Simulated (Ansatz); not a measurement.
## Gd in Ansatz: the effect of starting spin order

Crystal: Gd.

```xyz
1
Lattice="-2.0250 2.0250 2.0250 2.0250 -2.0250 2.0250 2.0250 2.0250 -2.0250" Properties=species:S:1:pos:R:3 pbc="T T T"
Gd    0.0000    0.0000    0.0000
```

This isn't the form of Gd at room conditions, which is hcp.

Alike in all runs:

```yaml
Program: Ansatz 0.2.0
Task: single point
Functional: PBEsol
Potentials_or_basis: Ansatz PAW
Cutoff: "420 eV (not typed: the program's choice for these potentials)"
k_mesh: 9 × 9 × 9
Occupations: fermi-dirac, width 0.05 eV
```

| starting spin order | spin | starting moments | energy over the lowest run (meV/atom) | final net moment (μB) | final largest site moment (μB) |
| --- | --- | --- | --- | --- | --- |
| spin off | no spin polarisation | - | ? | ? | ? |
| fm | collinear spin, ferromagnetic start | [7.0] μB | 0.0 | 7.61 | 7.32 |
| random | collinear spin, random start | [2.01] μB | 0.0 | 7.61 | 7.32 |
| ferromagnetic start, larger moments | collinear spin, ferromagnetic start | [8.5] μB | 0.0 | 7.61 | 7.32 |

Question: What does the run with starting spin order spin off give?

Answer: Energy over the lowest run 7298.5 meV/atom; final net moment 0.00 μB; final largest site moment 0.00 μB.
